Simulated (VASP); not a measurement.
Here is a VASP 6.6.1 calculation.

The input run.py:

```python
from ase import Atoms
from ase.calculators.vasp import Vasp
from ase.optimize import BFGSLineSearch

atoms = Atoms(
    ['Al'],
    cell=[[-1.692665, 1.608792, 1.570819], [1.628223, -1.62964, 1.527226], [1.639931, 1.576907, -1.591667]],
    scaled_positions=[[0.01432, 0.01398, 0.017202]],
    pbc=True,
)
calc = Vasp(
    directory='calc',
    xc='rev-vdw-df2',
    pp='PBE',
    setups='minimal',
    pp_version='54',
    prec='Accurate',
    encut=500,
    ediff=1e-07,
    ismear=-1,
    sigma=0.05,
    lreal=False,
    lasph=True,
    nelm=100,
    algo='Normal',
    isif=2,
    lwave=False,
    lcharg=False,
    kpts=[12, 12, 12],
    gamma=True,
)
atoms.calc = calc
opt = BFGSLineSearch(atoms, trajectory='relax.traj')
converged = opt.run(fmax=0.01, steps=40)
print('converged:', converged)

print('energy (eV):', atoms.get_potential_energy())
print('free energy (eV):', atoms.get_potential_energy(force_consistent=True))
print('forces (eV/A):')
print(atoms.get_forces())
print('stress (eV/A^3, Voigt):', atoms.get_stress())
print('Fermi level (eV):', calc.get_fermi_level())
print('cell (A, degrees):', atoms.cell.cellpar())
print('volume (A^3):', atoms.get_volume())
print('scaled positions:')
print(atoms.get_scaled_positions())
```

Potentials or basis: VASP PAW PBE potentials, release 54 (Al).

Command:

```sh
$ python run.py
```

(1) Estimate the band gap on the k mesh.

Results:

(1) none (metal or under the smearing width).

Caveat: the relaxation stopped at its first step, so nothing moved; the PAW data sets were made with another functional, which shifts forces and pressure a little.
